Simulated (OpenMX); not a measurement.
Crystal: HfB2.

```xyz
3
Lattice="3.1400 0.0000 0.0000 -1.5700 2.7193 0.0000 0.0000 0.0000 3.4800" Properties=species:S:1:pos:R:3 pbc="T T T"
Hf    0.0000    0.0000    0.0000
B     1.5700    0.9064    1.7400
B     0.0000    1.8129    1.7400
```

Base run:

- Program: OpenMX 3.8.5
- Functional: PBE
- Potentials or basis: OpenMX 2013 PBE set, Hf7.0-s3p2d2, B7.0-s2p2, grid cutoff 400 Ry
- k mesh: 11 × 11 × 9
- Occupations: fermi-dirac, width 0.05 eV
- Spin: no spin polarisation

Its results: pressure 2.5 GPa; largest force 0.008 eV/Å.

Problem. The run is repeated on the same cell with these changes: functional from PBE to LDA; potentials or basis from OpenMX 2013 PBE set, Hf7.0-s3p2d2, B7.0-s2p2, grid cutoff 400 Ry to OpenMX 2013 LDA set, Hf7.0-s3p2d2f1, B7.0-s2p2d1, grid cutoff 400 Ry. What comes out?

Solution. Pressure -11.0 GPa; largest force 0.009 eV/Å.

Caveats: the basis of atomic orbitals isn't converged, which shifts pressures, moduli and gaps.
